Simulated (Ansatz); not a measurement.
Input of an Ansatz 0.2.0 run:

File input.yaml:

```yaml
crystal:
  lattice:
    - [2.34185, -1.7113, 0.0]
    - [2.34185, 1.7113, 0.0]
    - [-0.8500274268, 0.0, 5.0578693947]
  atoms:
    - { symbol: Cu, position: [0.5, 0.0, 0.5] }
    - { symbol: Cu, position: [0.0, 0.5, 0.0] }
    - { symbol: O, position: [0.4184, 0.5816, 0.75] }
    - { symbol: O, position: [0.5816, 0.4184, 0.25] }
hamiltonian:
  xc: r2scan
  pseudopotentials: { kind: paw }
kpoints:
  mp_grid: { grid: [10, 10, 5] }
scf:
  occupations: { method: fermi_dirac, width: 0.05 }
output:
  forces: true
  stress: true
  eigenvalues: true
relax:
  f_tol: 0.01
  max_steps: 40
  cell: { stress_tol: 0.05, p_target: 30.0 }
```

Potentials or basis: Ansatz PAW.

The run is started by

```console
$ ansatz run input.yaml --threads 2 --pin off --max-ram 5632MiB --backend cpu --events-out ev --progress --plain --runs-dir out
```

Question: What does it give for the space group after relaxing (to 0.05 Å)?

Answer: C2/c (No. 15).

Question: What does it give for the relaxed cell?

Answer: a = 2.799 Å, b = 2.799 Å, c = 4.947 Å, α = 103.29°, β = 103.29°, γ = 64.23°.

Question: Predict the relaxed volume.

Answer: 8.40 Å³/atom.

Question: Predict the band gap on the k mesh.

Answer: None (metal or under the smearing width).

Final structure:
```yaml
crystal:
  lattice:
    - [2.36770, -1.48785, -0.11560]
    - [2.36770, 1.48785, -0.11560]
    - [-1.10908, 0.00000, 4.82098]
  atoms:
    - { symbol: Cu, position: [0.50000, 0.00000, 0.50000] }
    - { symbol: Cu, position: [0.00000, 0.50000, 0.00000] }
    - { symbol: O, position: [0.34263, 0.65737, 0.75000] }
    - { symbol: O, position: [0.65737, 0.34263, 0.25000] }
```

Caveat: the volume moved by over 15 % at a fixed basis, so the end points are rough; the run has no spin polarisation, though such a crystal can be magnetic; semilocal functionals often make such compounds metallic where correlation or magnetic order opens a gap, which also shifts bond lengths; the PAW data sets come from PBE, with cores solved anew for the run's functional, which leaves a small shift of forces and pressure. With open d or f shells a metallic result of r2SCAN can be an artefact of self-interaction; +U or a hybrid may open a gap.
